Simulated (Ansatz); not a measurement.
Write the native input for Ansatz 0.2.0 that does the following.

| Property | Result |
| --- | --- |
| Task | single point |
| Functional | PBE |
| Potentials or basis | all-electron LAPW, scalar-relativistic |
| Cutoff | 333 eV (chosen from the basis error) |
| Basis error allowed | 0.001 eV/atom |
| k mesh | 11 × 11 × 11 |
| Occupations | fermi-dirac, width 0.05 eV |
| Spin | no spin polarisation |

The system is AlN.

```
Al N
1.0
     0.00000    2.03452    2.03452
     2.03452    0.00000    2.03452
     2.03452    2.03452    0.00000
Al N
1 1
Direct
  0.50255 0.50903 0.48633
  0.99239 0.00372 0.00207
```

The cell comes from a database or a generator and needn't be the stable form of this composition.

The cell isn't the ideal one: atoms moved at random, drawn with an rms of 0.05 Å.

These files were run (other wordings do the same):

input.yaml

```yaml
crystal:
  lattice:
    - [0.0, 2.034518, 2.034518]
    - [2.034518, 0.0, 2.034518]
    - [2.034518, 2.034518, 0.0]
  atoms:
    - { symbol: Al, position: [0.502545, 0.509028, 0.48633] }
    - { symbol: "N", position: [-0.007608, 0.003719, 0.002068] }
kpoints:
  mp_grid: { grid: [11, 11, 11] }
scf:
  occupations: { method: fermi_dirac, width: 0.05 }
hamiltonian:
  xc: pbe
  pseudopotentials: { kind: all_electron, lapw: { basis_error: 0.001 } }
output:
  forces: true
  stress: true
  eigenvalues: true
  populations: true
```

Potentials or basis: all-electron LAPW, scalar-relativistic.

Launch:

```console
$ ansatz run input.yaml --threads 1 --pin off --max-ram 3072MiB --backend cpu --events-out ev --progress --plain --runs-dir out
```

Results of the run:

| Quantity | Value |
| --- | --- |
| Pressure | 0.6 GPa |
| Largest force | 0.260 eV/Å |
| Band gap on the k mesh | 4.57 eV, indirect (least direct gap 5.41 eV) |
| Loewdin charges | Al +1.05; N -0.97 e |

Caveat: an odd mesh through Γ misses points on the zone boundary, where band edges often lie.

Wall time 44 s on 1 thread of Intel(R) Xeon(R) 6975P-C (Granite Rapids), on a shared host, peak memory 0.74 GiB.
